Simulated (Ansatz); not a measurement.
## Equation of state of Ni

```cif
data_structure
_symmetry_space_group_name_H-M 'P 1'
_symmetry_Int_Tables_number 1
_cell_length_a 2.4852
_cell_length_b 2.4852
_cell_length_c 4.0852
_cell_angle_alpha 90.000
_cell_angle_beta 90.000
_cell_angle_gamma 120.000
_cell_volume 21.85
loop_
_atom_site_label
_atom_site_type_symbol
_atom_site_fract_x
_atom_site_fract_y
_atom_site_fract_z
_atom_site_occupancy
Ni1 Ni 0.33333 0.66667 0.25000 1
Ni2 Ni 0.66667 0.33333 0.75000 1
```

The runs use the primitive cell with vectors (2.485, 0.000, 0.000), (-1.243, 2.152, 0.000), (0.000, 0.000, 4.085) Å, to which the k mesh refers.

The structure comes from a relaxation in the same program, started in the hcp type, and has space group P6_3/mmc. Whether it is a known phase or the ground state wasn't checked.

Other magnetic orders may lie lower; this is the state that the run reached.

Levels of theory: DFT, PBE, all-electron LAPW, scalar-relativistic (Ansatz 0.2.0); DFT, PBE, PAW with Ansatz's default frozen-core files, scalar-relativistic (Ansatz 0.2.0).

For LAPW: a Γ-centred 15×15×8 k mesh, Fermi–Dirac smearing of 0.05 eV, basis error target 1 meV/atom, spin-polarised from start moments Ni1 1.5, Ni2 1.5 μB. PAW takes a cutoff of 420 eV at this cell. The Ansatz runs share mesh, smearing and spin set-up. Plane-wave (PAW) pressures include the program's estimate of the Pulay term.

The cell above is scaled evenly, with fractional coordinates and shape held.

Estimate the equilibrium volume and bulk modulus that full-potential LAPW gives for this fixed shape.

V0 = 10.92 Å³/atom, B0 = 198 GPa, B0′ = 4.9, from a third-order Birch–Murnaghan fit to these pressures:
| V/V(cell) | V (Å³/atom) | P, LAPW (GPa) | P, PAW (GPa) | moment, LAPW (μB) | free energy over the lowest listed, PAW (meV/atom) |
| --- | --- | --- | --- | --- | --- |
| 0.9500 | 10.379 | 11.49 | 11.53 | 1.29 | 18.7 |
| 0.9750 | 10.652 | 5.32 | 5.35 | 1.30 | 4.5 |
| 1.0000 | 10.926 | -0.01 | 0.01 | 1.31 | 0.0 |
| 1.0250 | 11.199 | -4.61 | -4.59 | 1.31 | 4.0 |
| 1.0500 | 11.472 | -8.58 | -8.56 | 1.32 | 15.3 |

PAW's V0 lies 0.01 % from the all-electron value and its B0 0.0 %. With shape and internal coordinates held, B0 is an upper bound to the relaxed modulus.
